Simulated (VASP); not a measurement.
# TiTe2 in VASP: further runs, part 3 of 3

VASP 6.6.1. The steps go on from the part before.

**6. Relaxation of cell and atoms, PBE+D3(BJ)**

Contents of INCAR:

```
SYSTEM = TiTe2
ALGO     = Normal         ! electronic algorithm
EDIFF    = 1E-6           ! SCF threshold, eV
EDIFFG   = -0.01          ! ionic threshold
ENCUT    = 600            ! plane-wave cutoff, eV
GGA      = PE             ! functional
IBRION   = 2              ! ionic algorithm
ISIF     = 3              ! what is computed and relaxed
ISMEAR   = 0              ! smearing method
IVDW     = 12             ! dispersion correction
LASPH    = .TRUE.         ! aspherical terms in the spheres
LATTICE_CONSTRAINTS= .TRUE. .TRUE. .FALSE.
LCHARG   = .FALSE.        ! write CHGCAR
LREAL    = .FALSE.        ! projectors in reciprocal space
LWAVE    = .FALSE.        ! write WAVECAR
NELM     = 80             ! most SCF steps
NSW      = 90             ! ionic steps
PREC     = Accurate       ! precision mode
SIGMA    = 0.03           ! smearing width, eV
```

Contents of KPOINTS:

```
k-points
0
G
  9 9 1
  0 0 0
```

Contents of POSCAR:

```
TiTe2
1.0
    3.7770000000      0.0000000000      0.0000000000
   -1.8885000000      3.2709779500      0.0000000000
    0.0000000000      0.0000000000     21.4153488000
Te Ti
2 1
Direct
    0.3333333300      0.6666666700      0.4202593200
    0.6666666700      0.3333333300      0.5797406800
    0.0000000000      0.0000000000      0.5000000000
```

Potentials or basis: VASP PAW PBE potentials, release 64 (Te, Ti_sv).

Started as:

```
$ cat potpaw_PBE.64/Te/POTCAR potpaw_PBE.64/Ti_sv/POTCAR > POTCAR
$ mpirun -np 1 vasp_std > vasp.out
```

OUTCAR:

```text
SYSTEM = TiTe2
   EDIFF = 1E-6
   EDIFFG = -0.01
   ENCUT = 600
   GGA = PE
   IBRION = 2
   ISIF = 3
   ISMEAR = 0
   IVDW = 12
   LASPH = .TRUE.
   LREAL = .FALSE.
   NELM = 80
   NSW = 90
   PREC = Accurate
 IVDW          = 12

 ion  position               nearest neighbor table
   1  0.333  0.667  0.420-   3 2.77   3 2.77   3 2.77
   2  0.667  0.333  0.580-   3 2.77   3 2.77   3 2.77
   3  0.000  0.000  0.500-   1 2.77   2 2.77   1 2.77   2 2.77   2 2.77   1 2.77

  LATTYP: Found a hexagonal cell.
 ALAT       =     3.7770000000
 C/A-ratio  =     5.6699361398

  Lattice vectors:

 A1 = (   3.7770000000,   0.0000000000,   0.0000000000)
 A2 = (  -1.8885000000,   3.2709779500,   0.0000000000)
 A3 = (   0.0000000000,   0.0000000000,  21.4153488000)

Analysis of symmetry for initial positions (statically):
=====================================================================
 Subroutine PRICEL returns:
 Original cell was already a primitive cell.

 Routine SETGRP: Setting up the symmetry group for a
 hexagonal supercell.

 Subroutine GETGRP returns: Found 12 space group operations
 (whereof 12 operations were pure point group operations)
 out of a pool of 24 trial point group operations.

The static configuration has the point symmetry D_3d.

Analysis of symmetry for dynamics (positions and initial velocities):
=====================================================================
 Subroutine PRICEL returns:
 Original cell was already a primitive cell.

 Routine SETGRP: Setting up the symmetry group for a
 hexagonal supercell.

 Subroutine GETGRP returns: Found 12 space group operations
 (whereof 12 operations were pure point group operations)
 out of a pool of 24 trial point group operations.

The dynamic configuration has the point symmetry D_3d.

 Subroutine INISYM returns: Found 12 space group operations
 (whereof 12 operations are pure point group operations),
 and found     1 'primitive' translations

[... 82 lines left out ...]
   NELM   =     80;   NELMIN=  2; NELMDL= -5     # of ELM steps
   EDIFF  = 0.1E-05   stopping-criterion for ELM
   LREAL  =      F    real-space projection
   EDIFFG = -.1E-01   stopping-criterion for IOM
   NSW    =     90    number of steps for IOM
   IBRION =      2    ionic relax: 0-MD 1-quasi-New 2-CG
   NFREE  =      1    steps in history (QN), initial steepest desc. (CG)
   ISIF   =      3    stress and relaxation
   ISYM   =      2    0-nonsym 1-usesym 2-fastsym
   POTIM  = 0.5000    time-step for ionic-motion
   TEBEG  =    0.0;   TEEND  =   0.0 temperature during run
   PSTRESS=    0.0 pullay stress
   NELECT =      24.0000    total number of electrons
   NUPDOWN=      -1.0000    fix difference up-down
   EMIN   =  10.00;   EMAX   =-10.00  energy-range for DOS
   EFERMI =   0.00;   METHOD = LEGACY
   ISMEAR =     0;   SIGMA  =   0.03  broadening in eV -4-tet -1-fermi 0-gaus
   EFERMI_NEDOS =   21; number of points for ismear=-14 and -15
   IALGO  =     38    algorithm
   IMIX   =      4    mixing-type and parameters
     AMIX     =   0.40;   BMIX     =  1.00
     AMIX_MAG =   1.60;   BMIX_MAG =  1.00
  volume/ion in A,a.u.               =      88.19       595.15
  Fermi-wavevector in a.u.,A,eV,Ry     =   0.735578  1.390041  7.361770  0.541075
  Thomas-Fermi vector in A             =   1.828808
   LORBIT       =      0    0 simple, 1 ext, 2 COOP (PROOUT), +10 PAW based schemes
   GGA     = PE    functional components
   LHFCALC =     F    Hartree Fock is set to
   AEXX    =    0.0000 exact exchange contribution
   IVDW    =    12    specifies the selected vdW correction
   LEPSILON=     F    determine dielectric tensor
   LRPA    =     F    only Hartree local field effects (RPA)
 conjugate gradient relaxation of ions
 non-spin polarized calculation
 Gauss-broadening in eV      SIGMA  =   0.03
  energy-cutoff  :      600.00
  volume of cell :      264.58
 maximum number of plane-waves:      8883
 NGX is ok and might be reduce to    30
   NGX = 15   NGY = 15   NGZ = 85

--------------------------------------- Ionic step        1  -------------------------------------------

 number of electron      24.0000002 magnetization

 Free energy of the ion-electron system (eV)
  ---------------------------------------------------
  ext. energy  EPLUGINS =         0.00000000
  ---------------------------------------------------
  free energy    TOTEN  =       -16.17716903 eV

  energy without entropy =      -16.17560784  energy(sigma->0) =      -16.17638844

------------------------ aborting loop because EDIFF is reached ----------------------------------------

 Edisp (eV)   -1.03715

 E8    (eV) :    -0.5090
[... 319 lines left out ...]
--------------------------------------- Ionic step        9  -------------------------------------------

 number of electron      24.0000000 magnetization

 Free energy of the ion-electron system (eV)
  ---------------------------------------------------
  ext. energy  EPLUGINS =         0.00000000
  ---------------------------------------------------
  free energy    TOTEN  =       -16.17211620 eV

  energy without entropy =      -16.17097352  energy(sigma->0) =      -16.17154486

 E-fermi :  -1.1436     XC(G=0):  -3.6358

 val. band max:       -1.2614882580   @ k =   0.4444  -0.0000   0.0000
 cond. band min:      -1.1345028278   @ k =   0.3333  -0.0000   0.0000
 fundamental gap:      0.1269854301
 Fermi energy:        -1.1436399329

 k-point     1 :       0.0000    0.0000    0.0000
  band No.  band energies     occupation
      1     -58.4932      2.00000
      2     -34.7452      2.00000
      3     -34.7452      2.00000
      4     -34.7182      2.00000
      5     -13.2742      2.00000
      6     -12.4678      2.00000
[... 251 lines left out ...]
  FREE ENERGIE OF THE ION-ELECTRON SYSTEM (eV)
  ---------------------------------------------------
  free  energy   TOTEN  =       -17.2515564553 eV

  energy  without entropy=      -17.2504137712  energy(sigma->0) =      -17.25098511

 reached required accuracy - stopping structural energy minimisation
```

OSZICAR:

```text
N       E                     dE             d eps       ncg     rms          rms(c)
DAV:   1     0.161713240469E+03    0.16171E+03   -0.11272E+04   472   0.128E+03
DAV:   2     0.125966874587E+01   -0.16045E+03   -0.15915E+03   512   0.268E+02
DAV:   3    -0.172377137930E+02   -0.18497E+02   -0.18091E+02   728   0.819E+01
[... 104 lines left out ...]
DAV:   5    -0.161720965158E+02    0.15050E-04   -0.31291E-04   528   0.117E-01    0.281E-02
DAV:   6    -0.161721122452E+02   -0.15729E-04   -0.37155E-05   544   0.508E-02    0.777E-03
DAV:   7    -0.161721144362E+02   -0.21910E-05   -0.18774E-05   496   0.326E-02    0.107E-02
DAV:   8    -0.161721161315E+02   -0.16953E-05   -0.43888E-06   480   0.171E-02    0.202E-03
DAV:   9    -0.161721162014E+02   -0.69857E-07   -0.39793E-07   192   0.444E-03
   9 F= -.17251556E+02 E0= -.17250985E+02  d E =-.181080E-03
```

CONTCAR:

```text
TiTe2
   1.00000000000000
     3.6803828900633624    0.0000000000000000    0.0000000000000000
    -1.8401914450316812    3.1873050783618644    0.0000000000000000
     0.0000000000000000    0.0000000000000000   21.4153488000000003
  Te              Ti
     2     1
Direct
     0.3333333300000021    0.6666666699999979    0.4177095180880877
     0.6666666699999979    0.3333333300000021    0.5822904819119123
     0.0000000000000000    0.0000000000000000    0.5000000000000000

  0.00000000E+00  0.00000000E+00  0.00000000E+00
  0.00000000E+00  0.00000000E+00  0.00000000E+00
  0.00000000E+00  0.00000000E+00  0.00000000E+00
```

It took 7 min on 1 thread of Intel Xeon 6975P-C (Granite Rapids), shared host; peak memory 0.46 GiB.

What came out:

| Property | Result |
| --- | --- |
| Free energy | -17.2516 eV |
| Relaxed volume | 83.74 Å³/atom |
| Relaxed cell | a = 3.680 Å, b = 3.680 Å, c = 21.415 Å, α = 90.00°, β = 90.00°, γ = 120.00° |
| Space group after relaxing (to 0.05 Å) | P-3m1 (No. 164) |
| Energy gained by relaxing | 12.4 meV/atom |
| Ionic steps | 9 |
| Largest force after relaxing | 0.006 eV/Å |
| Band gap on the k mesh | none (metal or under the smearing width) |
| Dispersion energy per atom | -0.360 eV |

Forces in eV/Å, atoms in the order of the input:
```
Te   0.000  0.000 -0.006
Te   0.000  0.000  0.006
Ti   0.000  0.000  0.000
```

Step by step:
| step | energy change (eV) | largest force (eV/Å) | pressure (GPa) | volume (Å³) |
| --- | --- | --- | --- | --- |
| 1 | 0.0000 | 0.1347 | -0.32 | 264.58 |
| 2 | -0.0210 | 0.3314 | 0.23 | 255.95 |
| 3 | -0.0212 | 0.3531 | 0.31 | 254.94 |
| 4 | -0.0316 | 0.2165 | 0.20 | 253.06 |
| 5 | -0.0369 | 0.0130 | 0.03 | 249.89 |
| 6 | -0.0371 | 0.0195 | 0.06 | 250.35 |
| 7 | -0.0371 | 0.0263 | 0.07 | 250.44 |
| 8 | -0.0371 | 0.0104 | -0.05 | 251.85 |
| 9 | -0.0372 | 0.0062 | 0.00 | 251.21 |

Final structure:
```
Te Ti
1.0
     3.68038    0.00000    0.00000
    -1.84019    3.18731    0.00000
     0.00000    0.00000   21.41535
Te Ti
2 1
Direct
  0.33333 0.66667 0.41771
  0.66667 0.33333 0.58229
  0.00000 0.00000 0.50000
```

Levels at points of the mesh, in eV from the Fermi level:
```tsv
k point	band 10	band 11	band 12	band 13	band 14	band 15
(0.00, 0.00, 0.00)	-1.30	0.49	0.54	0.54	1.43	1.43
```

**7. Summary**

```csv
level,gap on the mesh (eV)
PBEsol,none
r2SCAN+rVV10,none
PBE+D3(BJ),none
```

Alike in all rows: task relaxation of cell and atoms; potentials or basis VASP PAW PBE potentials, release 64 (Te, Ti_sv); no spin polarisation; cell relaxed; k mesh 9 × 9 × 1; cutoff (eV) 600; smearing gaussian 0.03 eV.

Caveats: the relaxation stopped at its first step, so nothing moved (some runs); the PAW data sets were made with another functional, which shifts forces and pressure a little (some runs).

Total energies depend on the potentials used, so only differences within one code and one set of settings carry meaning.
